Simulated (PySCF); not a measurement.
Molecule: SMILES C1=C[C@H]2CC[C@@H]1C2, C7H10.

Geometry (Å), atoms numbered from 1 in this order:
```xyz
17

C     1.4275    0.4173   -0.5381
C     0.7662    1.4014    0.0878
C    -0.3792    0.7636    0.8457
C    -1.3980    0.2926   -0.2327
C    -0.6341   -0.8439   -0.9559
C     0.7268   -0.8821   -0.2011
C     0.2600   -0.5794    1.2310
H     2.2419    0.5224   -1.2579
H     0.9288    2.4762   -0.0153
H    -0.8200    1.3627    1.6539
H    -1.6900    1.1124   -0.9046
H    -2.3159   -0.0827    0.2458
H    -1.1563   -1.8077   -0.8520
H    -0.4996   -0.6579   -2.0312
H     1.3065   -1.8016   -0.3590
H     1.0954   -0.4677    1.9378
H    -0.4633   -1.3139    1.6214
```

Geometry PBE0-D3(BJ)/def2-SVP throughout; GIAO in PySCF 2.14, gas phase, one conformer, non-relativistic; equivalent atoms averaged; functional PBE0.

Question: How do the absolute shieldings σ depend on the basis set? (a selection of nuclei; ppm; last column core-seconds on shared hosts with different chips, so compare them loosely)

Answer: 
| basis set | functions | C1/C2 | C3/C6 | C7 | C4/C5 | H10/H15 | H12/H13 | H16 | H17 | H11/H14 | core-s |
| --- | --- | --- | --- | --- | --- | --- | --- | --- | --- | --- | --- |
| STO-3G | 45 | 117.3 | 189.1 | 189.4 | 202.0 | 30.77 | 31.13 | 31.15 | 31.25 | 31.74 | 4.6 |
| pcSseg-0 | 83 | 42.7 | 148.9 | 138.1 | 165.0 | 30.27 | 31.23 | 31.07 | 31.47 | 31.89 | 8.4 |
| 6-31G | 83 | 64.1 | 155.3 | 148.4 | 171.6 | 29.89 | 30.77 | 30.93 | 31.15 | 31.43 | 8.9 |
| 6-31G* | 118 | 62.1 | 151.9 | 145.5 | 167.7 | 29.26 | 30.28 | 30.46 | 30.78 | 30.91 | 13 |
| cc-pVDZ | 148 | 59.1 | 151.5 | 146.0 | 169.2 | 28.62 | 29.73 | 29.95 | 30.26 | 30.39 | 18 |
| def2-SVP | 148 | 56.8 | 151.0 | 144.0 | 167.7 | 28.78 | 29.85 | 30.11 | 30.43 | 30.52 | 18 |
| pcSseg-1 | 169 | 38.9 | 139.8 | 132.6 | 157.4 | 28.63 | 29.66 | 30.00 | 30.31 | 30.36 | 16 |
| 6-311+G(2d,p) | 249 | 43.8 | 141.7 | 135.4 | 160.2 | 28.76 | 29.90 | 30.06 | 30.41 | 30.58 | 39 |
| aug-cc-pVDZ | 251 | 58.3 | 150.7 | 144.6 | 169.3 | 28.59 | 29.74 | 29.92 | 30.23 | 30.42 | 42 |
| def2-TZVP | 277 | 43.0 | 141.1 | 134.2 | 159.6 | 28.70 | 29.84 | 30.08 | 30.39 | 30.54 | 54 |

Question: Which nucleus among those listed moves most, in ppm?

Answer: C1/C2 (alkene CH): from 38.9 ppm with pcSseg-1 to 117.3 ppm with STO-3G. The smallest spread is 1.22 ppm, at H16. Proton shifts span only some 12 ppm, so a few tenths of a ppm matter as much there as several ppm in carbon.

Question: Taking the largest basis, def2-TZVP (277 functions), as the yardstick, rank the others by their worst heavy-atom deviation.

Answer: 6-311+G(2d,p) 1.1 ppm (249 functions), pcSseg-1 4.1 ppm (169 functions), pcSseg-0 7.8 ppm (83 functions), def2-SVP 13.8 ppm (148 functions), aug-cc-pVDZ 15.4 ppm (251 functions), cc-pVDZ 16.1 ppm (148 functions), 6-31G* 19.1 ppm (118 functions), 6-31G 21.1 ppm (83 functions), STO-3G 74.4 ppm (45 functions).

A small basis that lands close on one nucleus may do so by chance; judge by the trend and by all nuclei.
